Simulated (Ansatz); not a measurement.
Input and command of a calculation in Ansatz (plane waves; scalar-relativistic PAW potentials unless the input names others):

```yaml
crystal:
  lattice:
    - [4.6975999886, 0.0, 0.0]
    - [0.0, 4.6975999886, 0.0]
    - [0.0, 0.0, 3.0930660367]
  atoms:
    - { symbol: Mg, position: [0.0, 0.0, 0.0] }
    - { symbol: Mg, position: [0.5, 0.5, 0.5] }
    - { symbol: F, position: [0.3035644572, 0.3035644572, 0.0] }
    - { symbol: F, position: [0.1964355428, 0.8035644572, 0.5] }
    - { symbol: F, position: [0.6964355428, 0.6964355428, 0.0] }
    - { symbol: F, position: [0.8035644572, 0.1964355428, 0.5] }
kpoints:
  mp_grid: { grid: [6, 6, 8] }
hamiltonian:
  xc: lda
  pseudopotentials: { kind: paw, source: ansatz }
scf:
  occupations: { method: gaussian, width: 0.02 }
output:
  forces: true
  eigenvalues: true
  stress: true
```

```bash
ansatz run input.yaml --threads 2 --pin off --max-ram 5120MiB --backend cpu --events-out ev --progress --plain --runs-dir out
```

Abridged log:
```
Pseudopotentials: kind: paw
Pseudopotential: Mg, paw, valence charge 10, recommended cutoff 620 eV (normal)
Pseudopotential: F, paw, valence charge 7, recommended cutoff 1050 eV (normal)
Functional definition: SPW92
Crystal: 6 atoms, lattice volume = 68.256 Å³
Basis set: ecut = 1050 eV, 5265 PW (Γ)
Bands: 30, of which v1, the nominal top of the filled ones, is band 24 counted from 1 (23 counted from 0)
Symmetry: 16 space group operations
Space group: P42/mnm (ITA 136), of the structure as read, at distance tolerance 4.1e-5 Å
k-points: 50 of 288
Initial density: superposition of atomic densities (chi_scale 0.1, normalization cell, long waves kept (reshape's long-wave potential 0.01 eV rms))
Initial wavefunctions: pseudopotential atomic-orbital guess
Functional: x = slater, c = lda
SCF iter   1: F=—  HF=-6992.133694 eV  |F-HF|=—  |Δ(HF+E_count)|=         —  Δρ=1.28e-1  dr2=7.08e0  ethr=3.10e-3  ⟨swp⟩=6.0  Hψ=7041  notcnv=0
SCF iter   2: F=—  HF=-6989.324362 eV  |F-HF|=—  |Δ(HF+E_count)|=    2.81e0  Δρ=4.72e-2  dr2=1.27e0  ethr=3.10e-3  ⟨swp⟩=3.0  Hψ=3503  notcnv=0  defer=98
SCF iter   3: F=—  HF=-6988.795187 eV  |F-HF|=—  |Δ(HF+E_count)|=   5.29e-1  Δρ=1.99e-2  dr2=2.84e-1  ethr=2.65e-3  ⟨swp⟩=4.0  Hψ=2924  notcnv=0  defer=48
automatic band count: iteration 3 solves 29 bands in place of 30: the levels show a gap, and the empty bands left out lie too high to hold charge; the band table lists the bands solved (type scf.n_extra_bands for more)
SCF iter   4: F=—  HF=-6988.646025 eV  |F-HF|=—  |Δ(HF+E_count)|=   1.49e-1  Δρ=4.95e-3  dr2=1.82e-2  ethr=5.91e-4  ⟨swp⟩=3.0  Hψ=2395  notcnv=0  defer=48
SCF iter   5: F=—  HF=-6988.639180 eV  |F-HF|=—  |Δ(HF+E_count)|=   6.84e-3  Δρ=1.47e-3  dr2=9.97e-4  ethr=3.80e-5  ⟨swp⟩=3.1  Hψ=2469  notcnv=0  defer=48
SCF iter   6: F=—  HF=-6988.639349 eV  |F-HF|=—  |Δ(HF+E_count)|=   1.69e-4  Δρ=1.74e-4  dr2=1.56e-5  ethr=2.08e-6  ⟨swp⟩=2.7  Hψ=2450  notcnv=0  defer=48
SCF iter   7: F=—  HF=-6988.639125 eV  |F-HF|=—  |Δ(HF+E_count)|=   2.23e-4  Δρ=6.88e-5  dr2=1.21e-6  ethr=3.25e-8  ⟨swp⟩=2.1  Hψ=2578  notcnv=0  defer=48
SCF iter   8: F=-6988.639125 eV  HF=-6988.639125 eV  |F-HF|=2.40e-9  |Δ(HF+E_count)|=   5.70e-7  Δρ=5.89e-6  dr2=1.94e-8  ethr=2.08e-10  ⟨swp⟩=11.6  Hψ=7881  notcnv=0
SCF 1 converged in 8 iterations: F = -6988.639125 eV  dr2 = 1.94e-8
SCF converged after 8 iterations
Free energy (F): -6988.639125 eV
Harris-Foulkes:  -6988.639125 eV  (|F-HF|=2.40e-9)
Internal energy: -6988.639125 eV  (E = F + TS)
E sigma→0 (E₀):  -6988.639125 eV
Fermi energy:    4.793739 eV
--- Forces (eV/Å), atoms counted from 1 ---
  atom   1  Mg     0.00000000     0.00000000     0.00000000
  atom   2  Mg     0.00000000     0.00000000     0.00000000
  atom   3  F      0.05976912     0.05976912     0.00000000
  atom   4  F     -0.05976912     0.05976912     0.00000000
  atom   5  F     -0.05976912    -0.05976912     0.00000000
  atom   6  F      0.05976912    -0.05976912     0.00000000
--- Stress (GPa, compression-positive) ---
       -7.909847       0.000000       0.000000
        0.000000      -7.909847       0.000000
        0.000000       0.000000      -8.566940
  P = ⅓ Tr σ = -8.1289 GPa (-81.289 kbar)
```

Apart from outputs and empty bands, the input differs from a reference run on usual settings in hamiltonian.pseudopotentials: not typed → {"kind": "paw", "source": "ansatz"}; basis.ecutwfc: 420 → not typed. The reference, at the same geometry (not necessarily relaxed), gave pressure -8.25 GPa, largest force 0.085 eV/Å, gap on the mesh 6.49 eV. This run converged in 8 SCF iterations (reference: 7) with a total energy on another zero, pressure -8.13 GPa, largest force 0.085 eV/Å, gap on the mesh 6.48 eV.

Time: 10 s on 2 threads of Arm Neoverse V1, with other jobs on the host, peak memory 0.58 GiB.